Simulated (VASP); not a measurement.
Crystal: Tm.

```xyz
1
Lattice="-1.9705 1.9705 1.9705 1.9705 -1.9705 1.9705 1.9705 1.9705 -1.9705" Properties=species:S:1:pos:R:3 pbc="T T T"
Tm    0.0000    0.0000    0.0000
```

This isn't the form of Tm at room conditions, which is hcp.

```yaml
Program: VASP 6.6.1
Task: relaxation of cell and atoms
Functional: PBE
Dispersion: D3(BJ)
Potentials_or_basis: VASP PAW PBE potentials, release 64 (Tm)
Cutoff: 600 eV
k_mesh: 7 × 7 × 7
Occupations: fermi-dirac, width 0.05 eV
Spin: collinear spin, ferromagnetic start
Starting_moments: "[2.0] μB"
```

At the start: pressure 0.8 GPa; volume 30.61 Å³/atom.

How do energy, volume and symmetry change on relaxing?

Over 29 steps the energy falls by 3.3 meV/atom and the volume is 31.93 Å³/atom (+4.3 %); space group Im-3m (No. 229, to 0.05 Å); moment 1.14 μB per cell.

Step by step:
```csv
step,energy change (eV),largest force (eV/Å),pressure (GPa),volume (Å³)
1,0.0000,0.0000,0.76,30.61
2,0.0726,0.0000,0.39,31.26
3,-0.0032,0.0000,-0.21,31.99
4,-0.0033,0.0000,-0.25,31.73
5,-0.0032,0.0000,0.13,31.49
6,-0.0032,0.0000,0.24,31.58
7,-0.0033,0.0000,-0.95,31.65
8,-0.0033,0.0000,-0.31,31.60
9,-0.0028,0.0000,0.23,31.29
10,-0.0030,0.0000,0.53,31.42
11,-0.0032,0.0000,0.24,31.53
12,-0.0032,0.0000,0.80,31.56
13,-0.0032,0.0000,0.94,31.58
14,-0.0033,0.0000,0.47,31.59
15,-0.0033,0.0000,0.22,31.59
16,-0.0033,0.0000,0.18,31.59
17,-0.0033,0.0000,0.15,31.59
18,-0.0033,0.0000,0.15,31.60
19,-0.0033,0.0000,0.14,31.60
20,-0.0033,0.0000,0.35,31.60
21,-0.0033,0.0000,0.31,31.60
22,-0.0033,0.0000,0.25,31.60
23,-0.0033,0.0000,0.18,31.60
24,-0.0033,0.0000,0.14,31.60
25,-0.0033,0.0000,0.13,31.60
26,-0.0033,0.0000,0.14,31.60
27,-0.0033,0.0000,0.27,31.71
28,-0.0031,0.0000,-0.15,32.05
29,-0.0033,0.0000,-0.03,31.93
```

Final structure:
```
CELL_PARAMETERS angstrom
-1.99849 1.99849 1.99849
1.99849 -1.99849 1.99849
1.99849 1.99849 -1.99849
ATOMIC_POSITIONS crystal
Tm 0.00000 0.00000 0.00000
```

Caveat: the magnetic or orbital state may not be the lowest; pairwise dispersion overbinds metals, which lowers pressure and volume.
